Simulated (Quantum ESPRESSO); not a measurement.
**TiO2: dielectric tensor and Born charges under several settings**

```xyz
6
Lattice="4.5998 0.0000 0.0000 0.0000 4.5998 0.0000 0.0000 0.0000 2.9592" Properties=species:S:1:pos:R:3 pbc="T T T"
Ti    0.0000    0.0000    1.4796
Ti    2.2999    2.2999    0.0000
O     1.3998    1.3998    1.4796
O     0.9001    3.6997    0.0000
O     3.6997    0.9001    0.0000
O     3.2000    3.2000    1.4796
```

The cell is a database's computed one.

All runs used Quantum ESPRESSO 7.5; k mesh 4 × 4 × 6, shifted; given cell; no spin polarisation; cutoff 1143 eV; occupations smeared at first, fixed for the response.

```tsv
level	potentials	pressure (GPa)	ε∞ (diagonal)	Born charge of atom 1 (e)
LDA	PseudoDojo 0.4.1 SR LDA standard	?	?	?
PBE	PseudoDojo 0.4.1 SR PBE standard	3.6	7.33, 7.33, 8.60	6.73
PBEsol	PseudoDojo 0.4.1 SR PBEsol standard	-3.4	7.43, 7.43, 8.71	6.73
WC	PseudoDojo 0.4.1 SR PBE standard	-2.7	7.39, 7.39, 8.66	6.70
BLYP	PseudoDojo 0.4.1 SR PBE standard	10.2	7.26, 7.26, 8.54	6.72
```

Question: What stands in the row left open?

Answer: Pressure -9.3 GPa; ε∞ 7.51, 7.51, 8.81; Born charge of atom 1 6.74 e.

Caveats: the cell is more than 3 GPa from zero pressure, which shifts response properties (some runs); the potentials were made for another functional, which shifts forces and pressure (some runs).

For the row left open. Caveat: the cell is more than 3 GPa from zero pressure, which shifts response properties.
